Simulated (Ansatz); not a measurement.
# CdSe: the cell at several levels of theory

How does the equilibrium cell of CdSe in the NiAs-type structure depend on the functional? It is relaxed with PBE, r2SCAN, PBEsol, LDA and HSE06. This is a trial cell built on a prototype, not taken from a measured structure, and it needn't be the compound's ground state.

Program: Ansatz 0.2.0. PAW datasets, plane waves, zero pressure. All values are calculated for a non-magnetic cell, which may be hypothetical.

## Step 1: Starting point

This is the cell as the run starts from it, not yet at rest; its lengths are not the crystal's.

It is hexagonal, P6_3/mmc (No. 194); a = 3.866 Å, c = 6.302 Å in the conventional setting, 20.39 Å³ an atom. Cd has 6 Se at 2.73 Å; Se has 6 Cd at 2.73 Å.

Structure file:

Space group P6_3/mmc (No. 194). a = 3.866 Å, b = 3.866 Å, c = 6.302 Å, α = 90.00°, β = 90.00°, γ = 120.00°
```json
{"atom": "Cd", "site": "2a", "symmetry": "-3m.", "x": "0.0000", "y": "0.0000", "z": "0.0000"}
{"atom": "Se", "site": "2c", "symmetry": "-6m2", "x": "0.3333", "y": "0.6667", "z": "0.2500"}
```

## Step 2: Relaxing with PBE

input.yaml reads:

```yaml
crystal:
  lattice:
    - [3.86619462, 0.0, 0.0]
    - [-1.93309731, 3.3482227569, 0.0]
    - [0.0, 0.0, 6.3018972306]
  atoms:
    - { symbol: Cd, position: [0.0, 0.0, 0.0] }
    - { symbol: Cd, position: [0.0, 0.0, 0.5] }
    - { symbol: Se, position: [0.3333333333, 0.6666666667, 0.25] }
    - { symbol: Se, position: [0.6666666667, 0.3333333333, 0.75] }
kpoints:
  mp_grid: { grid: [12, 12, 4] }
hamiltonian:
  xc: pbe
scf:
  occupations: { method: fermi_dirac, width: 0.02 }
relax:
  f_tol: 0.005
  cell: {}
```

Command:

```console
$ ansatz run input.yaml --threads 2 --pin off --max-ram 2211MiB --backend cpu --events-out ev --progress --plain --runs-dir out
```

Further steps of the session: Relaxation with r2SCAN; Relaxing with PBEsol; LDA: cell and atoms; Relaxing with HSE06.

Before running it: what results should come out? Wanted: for each run, a; c; volume; space group; SCF geometries.

The runs gave:

```
 level  a (Å)  c (Å)  volume (Å³/atom)  space group  SCF geometries
   PBE  4.063  6.697            23.938     P6_3/mmc               5
r2SCAN  4.019  6.659            23.290     P6_3/mmc               5
PBEsol  3.990  6.570            22.646     P6_3/mmc               5
   LDA  3.947  6.493            21.898     P6_3/mmc               6
 HSE06  4.023  6.650            23.297     P6_3/mmc               3
```

What this shows: From the start to the first minimum the volume moved by +17.4 %. The volume runs from LDA (least) to PBE (most), a spread of 9.3 %, or 3.0 % in length if all axes shared it alike. The meshes differ: PBE 12×12×4, r2SCAN 6×6×4, PBEsol 6×6×4, LDA 6×6×4, HSE06 6×6×2.
